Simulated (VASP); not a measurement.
# PbS: convergence, self-consistent run

PbS, P1 (no. 1), 36 atoms in the cell. PBE; PAW potentials Pb_d, S (PBE set). VASP 6.6.1.

Wanted: energy within 10 meV/atom; forces within 0.05 eV/Å.

What the run is for: forces in a large cell; Accuracy asked: screening; Cell repeated: 3 × 3 × 2.

POSCAR:
```
PbS
1.0
   12.2690930601      0.0000000000      0.0000000000
   -6.1345465299     10.6253462715      0.0000000000
    0.0000000000      0.0000000000      7.5763340000
Pb S
18 18
Direct
   -0.0027520000     -0.0012290000     -0.0004690000
   -0.0002930000     -0.0012620000      0.5015020000
    0.0021950000      0.3307170000      0.0048220000
    0.0022110000      0.3344140000      0.5074570000
   -0.0006730000      0.6640380000     -0.0033820000
    0.0003130000      0.6647890000      0.5063600000
    0.3374700000      0.0037740000      0.0041410000
    0.3362890000     -0.0006760000      0.5004980000
    0.3368610000      0.3311520000      0.0043540000
    0.3325260000      0.3314920000      0.5009230000
    0.3295120000      0.6657210000     -0.0000280000
    0.3357360000      0.6709920000      0.4968980000
    0.6627160000     -0.0024940000      0.0025290000
    0.6634220000     -0.0007120000      0.5013330000
    0.6635900000      0.3333100000      0.0008410000
[... 8 lines left out ...]
    0.2262660000      0.7784270000      0.7495890000
    0.5584350000      0.1121590000      0.2527610000
    0.5556840000      0.1114880000      0.7511310000
    0.5558210000      0.4463190000      0.2422500000
    0.5584150000      0.4447910000      0.7475400000
    0.5540540000      0.7804060000      0.2462350000
    0.5527430000      0.7739840000      0.7519940000
    0.8905130000      0.1135520000      0.2465480000
    0.8886520000      0.1098110000      0.7499670000
    0.8912520000      0.4449150000      0.2505190000
    0.8885970000      0.4439710000      0.7443090000
    0.8870330000      0.7792390000      0.2474740000
    0.8916060000      0.7783040000      0.7573140000
```

The series start from Plane-wave cutoff (eV): 300; Projection operators (LREAL): Auto, ROPT -0.00025; Electronic threshold (eV): 1e-5; Parallel layout: defaults; Program: vasp_std; Electronic algorithm: ALGO=Normal; Data layout and linear algebra: defaults. Each series keeps the choices made before it, and each single choice may use up half of a tolerance.

## Plane-wave cutoff (eV)

| Plane-wave cutoff (eV) | Energy less reference (meV/atom) | Forces, largest deviation (eV/Å) | SCF iterations | Time (s) |
|---|---|---|---|---|
| 230 | 12 | 0.004 | 13 | 58 |
| 260 | 4 | 0.005 | 13 | 57 |
| 300 | 1 | 0.004 | 13 | 83 |
| 340 | 1 | 0.004 | 13 | 77 |
| 420 (reference) | 0 | 0.000 | 13 | 93 |

Chosen: 260, the loosest value from which every tighter one stays within half of the tolerance.

## Projection operators (LREAL)

| Projection operators (LREAL) | Energy less reference (meV/atom) | Forces, largest deviation (eV/Å) | SCF iterations | Time (s) |
|---|---|---|---|---|
| Auto, ROPT -0.005 | -7 | 0.114 | 13 | 45 |
| Auto, ROPT -0.002 | -6 | 0.115 | 13 | 47 |
| Auto, ROPT -0.001 | 0 | 0.063 | 13 | 48 |
| Auto, ROPT -0.0005 | 0 | 0.003 | 13 | 51 |
| Auto, ROPT -0.00025 | 0 | 0.002 | 13 | 57 |
| Auto, ROPT -0.0001 | 0 | 0.001 | 13 | 64 |
| False (reference) | 0 | 0.000 | 13 | 50 |

Chosen: Auto, ROPT -0.0005.

## Electronic threshold (eV)

| Electronic threshold (eV) | Energy less reference (meV/atom) | Forces, largest deviation (eV/Å) | SCF iterations | Time (s) |
|---|---|---|---|---|
| 0.001 | 0 | 0.004 | 11 | 41 |
| 0.0001 | 0 | 0.001 | 12 | 43 |
| 1e-5 | 0 | 0.000 | 13 | 51 |
| 1e-6 | 0 | 0.000 | 14 | 54 |
| 1e-7 (reference) | 0 | 0.000 | 18 | 65 |

Chosen: 0.001.

## Parallel layout

| Parallel layout | Energy less reference (meV/atom) | Forces, largest deviation (eV/Å) | SCF iterations | Time (s) |
|---|---|---|---|---|
| defaults | 0 | 0.000 | 11 | 41 |
| NCORE=2 | 0 | 0.000 | 11 | 38 |
| NCORE=4 | 0 | 0.000 | 11 | 37 |
| NCORE=8 | 0 | 0.000 | 11 | 33 |
| NPAR=2 | 0 | 0.000 | 11 | 36 |

Chosen: defaults; no other choice that stays within half of the tolerance saves 30 % of the time.

## Program

| Program | Energy less reference (meV/atom) | Forces, largest deviation (eV/Å) | SCF iterations | Time (s) |
|---|---|---|---|---|
| vasp_std | 0 | 0.000 | 11 | 41 |
| vasp_gam | 0 | 0.001 | 11 | 30 |

Chosen: vasp_std.

## Electronic algorithm

| Electronic algorithm | Energy less reference (meV/atom) | Forces, largest deviation (eV/Å) | SCF iterations | Time (s) |
|---|---|---|---|---|
| ALGO=Normal | 0 | 0.000 | 11 | 41 |
| ALGO=Fast | 0 | 0.004 | 12 | 42 |
| ALGO=VeryFast | 0 | 0.004 | 19 | 49 |
| ALGO=All ISEARCH=1 | 0 | 0.014 | 16 | 54 |

Chosen: ALGO=Normal.

## Data layout and linear algebra

| Data layout and linear algebra | Energy less reference (meV/atom) | Forces, largest deviation (eV/Å) | SCF iterations | Time (s) |
|---|---|---|---|---|
| defaults | 0 | 0.000 | 11 | 41 |
| LPLANE=False | 0 | 0.000 | 11 | 44 |
| LSCALAPACK=False | 0 | 0.000 | 11 | 41 |
| LSCALU=True | 0 | 0.000 | 11 | 40 |

Chosen: defaults.

## All choices together

| Input | Energy less reference (meV/atom) | Forces, largest deviation (eV/Å) | Time (s) |
|---|---|---|---|
| the program's defaults (naive) | 2 | 0.020 | 36 |
| chosen settings | 5 | 0.006 | 41 |
| reference settings throughout | 0 | 0.000 | 123 |

The tolerance is met.

## The input

INCAR:
```
  ALGO = Normal
  EDIFF = 0.001
  EFERMI = MIDGAP
  ENCUT = 260
  GGA = PE
  GGA_COMPAT = F
  ISIF = 2
  ISMEAR = 0
  ISYM = 0
  LASPH = T
  LCHARG = F
  LREAL = Auto
  LWAVE = F
  NELM = 120
  PREC = Accurate
  ROPT = -0.0005 -0.0005
  SIGMA = 0.03
```

KPOINTS:
```
k-points
0
Gamma
  1 1 1
```

Commands:
```
cat potpaw_PBE.64/Pb_d/POTCAR potpaw_PBE.64/S/POTCAR > POTCAR
mpirun -np 8 vasp_std > vasp.out
```

The naive input happens to agree within the tolerance here, in 36 s.

Limits: Only the k mesh 1 × 1 × 1 was run, so its error is untested.

The chosen input took VASP 6.6.1 41 s on 8 cores (Intel Xeon Platinum 8488C (Sapphire Rapids)), a shared host.

## An input that fails: Gamma-only program on a mesh of k points

VASP's message: You are using the Gamma-point-only version with more than one k-point or some other non-Gamma k-point.

k mesh: 1 × 1 × 1 becomes 2 × 2 × 2.

Changes against the starting input:
```
- NELM = 120
+ NELM = 90
- vasp_std
+ vasp_gam
(KPOINTS)
-k-points
+Automatic mesh
-  1 1 1
+  2 2 2
+  0 0 0
```
